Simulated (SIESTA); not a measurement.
Runs of SIESTA 5.4.2 on MgS (Niningerite). Symmetry: Fm-3m, No. 225, cubic system. The conventional cell has a = 5.203 Å, b = 5.203 Å, c = 5.203 Å, α = 90.00°, β = 90.00°, γ = 90.00°. S (site symmetry m-3m) is surrounded by 6 Mg at 2.60 Å. Mg (site symmetry m-3m) has 6 S at 2.60 Å as nearest neighbours. 

```csv
task,level,potentials or basis,cell,gap on the mesh (eV),pressure (GPa)
band structure,vdW-DF-cx,"PseudoDojo 0.4 standard (PBE files), DZP (energy shift 0.003 Ry; two zetas on semicore shells)",as given,2.96,2.6
single point,PBEsol,"PseudoDojo 0.4 standard (PBEsol files), DZP (energy shift 0.003 Ry; two zetas on semicore shells)",as given,2.78,1.2
single point,PBEsol,"PseudoDojo 0.4 standard (PBEsol files), DZP (energy shift 0.003 Ry; two zetas on semicore shells)","atoms moved at random, drawn with an rms of 0.05 Å",2.78,1.5
band structure,AM05,"PseudoDojo 0.4 standard (PBEsol files), DZP (energy shift 0.003 Ry; two zetas on semicore shells)",as given,(b),1.6
band structure,BLYP,"PseudoDojo 0.4 standard (PBE files), DZP (energy shift 0.003 Ry; two zetas on semicore shells)",as given,(a),6.4
```

Alike in all rows: no spin polarisation; k mesh 9 × 9 × 9; smearing fermi-dirac 0.05 eV; grid cutoff 800 Ry; energy shift 0.003 Ry.

Problem. Fill in the values left out.

Solution. (a) 2.88; (b) 2.81.

Caveats: the basis of atomic orbitals isn't converged, which shifts pressures, moduli and gaps; the potentials were made for another functional, which shifts forces and pressure (some runs); the mesh misses the band edges, which the band path finds closer together (some runs); an odd mesh through Γ misses points on the zone boundary, where band edges often lie (some runs).

Runs at the PBE level aren't shown here.
